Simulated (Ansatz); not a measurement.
# Sr: course of a relaxation

Level of theory: DFT PBEsol, scalar-relativistic, plane waves, PAW in Ansatz 0.2.0. (420 eV cutoff, 16×16×16 k-mesh, Gaussian smearing of 0.10 eV, no spin polarisation)

What was changed: relaxed at 40 GPa.

Other phases may be more stable at this pressure.

Command:

```bash
ansatz run input.yaml --threads 1 --pin off --max-ram 2560MiB --backend cpu --events-out ev --progress --plain --runs-dir out
```

Input:

```yaml
crystal:
  lattice:
    - [-1.8497531677, 1.8497531677, 1.8497531677]
    - [1.8497531677, -1.8497531677, 1.8497531677]
    - [1.8497531677, 1.8497531677, -1.8497531677]
  atoms:
    - { symbol: Sr, position: [0.0, 0.0, 0.0] }
basis:
  ecutwfc: 420
kpoints:
  mp_grid: { grid: [16, 16, 16] }
hamiltonian:
  xc: pbesol
scf:
  occupations: { method: gaussian, width: 0.1 }
output:
  forces: true
  stress: true
  eigenvalues: true
relax:
  adjacent_minimum: "off"
  f_tol: 0.008
  max_steps: 50
  cell: { stress_tol: 0.08, p_target: 40.0 }
```

F is the free energy. Steps run on the plane waves of an earlier cell, but the last one, and at times one on the way, on a freshly chosen basis, so a repeated geometry can differ a little in energy. The relaxation lowers the enthalpy F + PV at the target pressure, so F itself can rise.

Steps:

```tsv
step	F − F(1) (eV)	largest force component (eV/Å)	V (Å³/atom)	P (GPa)
1	0.0000	0.000	25.316	25.16
2	0.6780	0.000	21.791	37.09
3	0.8504	0.000	21.076	40.25
4	0.8366	0.000	21.131	39.98
5	0.8368	0.000	21.131	39.98
```

Relaxed structure:

```cif
data_structure
_symmetry_space_group_name_H-M 'P 1'
_symmetry_Int_Tables_number 1
_cell_length_a 3.0166
_cell_length_b 3.0166
_cell_length_c 3.0166
_cell_angle_alpha 109.471
_cell_angle_beta 109.471
_cell_angle_gamma 109.471
_cell_volume 21.13
loop_
_atom_site_label
_atom_site_type_symbol
_atom_site_fract_x
_atom_site_fract_y
_atom_site_fract_z
_atom_site_occupancy
Sr1 Sr 0.00000 0.00000 0.00000 1
```

It takes space group Im-3m (No. 229, cubic). Conventional cell: a = 3.483 Å, b = 3.483 Å, c = 3.483 Å, α = 90.00°, β = 90.00°, γ = 90.00°. Sr (site symmetry m-3m) has 8 Sr at 3.02 Å as nearest neighbours.

The run converged. It took 6.5 s on 1 thread of Intel(R) Xeon(R) 6975P-C (Granite Rapids), with other jobs on the host, peak memory 0.38 GiB.